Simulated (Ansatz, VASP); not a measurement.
# Two plane-wave programs on W

```
W
1.0
     2.85472    0.00000    0.00000
     0.00000    2.85472    0.00000
     0.00000    0.00000   18.03719
W
3
Direct
  0.50000 0.50000 0.38809
  0.00000 0.00000 0.49740
  0.50000 0.50000 0.60678
```

Alike in both runs: functional PBE; k mesh 10 × 10 × 1; occupations gaussian, width 0.1 eV; no spin polarisation.

Ansatz relaxed the structure, and its values are those at the end. VASP's run is a single point on that final structure, the one shown.

```csv
,VASP,Ansatz
version,VASP 6.6.1,Ansatz 0.2.0
potentials or method,"VASP PAW PBE potentials, release 64 (W_sv)","scalar-relativistic, plane waves, PAW"
plane-wave cutoff (eV),520,420
valence electrons in the cell,42,42
```

VASP gave:

- gap on the k mesh at the Fermi level (eV): none
- rms of the force components (eV/Å): 0.016
- work function, face that differs most (eV): 4.60

Q: Estimate Ansatz's values.

A: gap on the k mesh at the Fermi level (eV): none; rms of the force components (eV/Å): 0.003; work function, face that differs most (eV): 4.60.

A gap of «none» marks a metal or a gap that the smearing closes.

Spin-orbit coupling is left out, which matters for the levels of W.
